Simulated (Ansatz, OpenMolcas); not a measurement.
# Worked example: vertical energy of the triplet above the singlet of C4H8 (1-butene)

The species is C4H8 (12 atoms), meant as a singlet with charge 0. SMILES: `C=CCC`. Geometry: relaxed at PBE0-D4/def2-TZVP. This is one conformer, not always the lowest.

Both states at this one shape; open shells run unrestricted unless said. 1 Eh = 27.2114 eV.

| level | program | singlet C4H8 (Eh) | triplet C4H8 (Eh) |
| --- | --- | --- | --- |
| BCCD(T)/6-31G* (spherical functions), 4 core orbitals frozen | Ansatz | -156.683587 | -156.511167 |
| CCSD(T)/6-31G* (spherical functions), open shells restricted, 4 core orbitals frozen | OpenMolcas | -156.683532 | -156.511048 |
| CCSD/6-31G* (spherical functions), 4 core orbitals frozen | Ansatz | -156.666162 | -156.497964 |

Work out the vertical gap, second state less first, at each level.


1. BCCD(T)/6-31G* (spherical functions): -156.511167 − (-156.683587) = 0.172420 Eh = 4.69 eV.
2. CCSD(T)/6-31G* (spherical functions), open shells restricted: -156.511048 − (-156.683532) = 0.172484 Eh = 4.69 eV.
3. CCSD/6-31G* (spherical functions): -156.497964 − (-156.666162) = 0.168198 Eh = 4.58 eV.

No measured value is set beside it here; the levels span 4.58 to 4.69 eV.
